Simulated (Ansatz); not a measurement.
A crystal relaxed with r2SCAN in the plane-wave code Ansatz has space group I4_1/amd:1 (No. 141) and a = 3.993 Å, c = 10.545 Å.

```tsv
atom	site	x	y	z
Hf	4a	0.0000	0.0000	0.0000
Xx	8e	0.0000	0.5000	0.4521
```

With r2SCAN the valence top lies at M and the conduction bottom at Γ, 5.02 eV higher; the smallest vertical gap, at Γ–M (0.30 of the way from Γ), is 5.27 eV. HSE06 gives an indirect gap of 6.13 eV, from M to Γ; the least direct gap is 6.39 eV at Γ–M (0.33 of the way from Γ). With PBE the valence top lies at M and the conduction bottom at Γ, 4.46 eV higher; the smallest vertical gap, at Γ–M (0.30 of the way from Γ), is 4.71 eV. Meshes: r2SCAN 10×10×10, HSE06 6×6×6, PBE 10×10×10. r2SCAN's ε∞ is 3.9 along x and y, 3.8 along z.

Task: Which element is Xx?
A. O
B. S
C. Te
D. Se

Result: A. Xx is O: HfO2 on the sites of the anatase structure (relaxed group I4_1/amd). Around Hf lie 6 O at 2.06–2.13 Å; around O lie 3 Hf at 2.06–2.13 Å.

Values at 0 K without nuclear motion; spin polarisation is off, and the phase may be a hypothetical one.

Spin-orbit coupling is left out, which matters wherever the heavy atoms make up the band edges.

For a response run the program warns that the ground state's bands aren't all converged, so ε∞ carries an extra error.
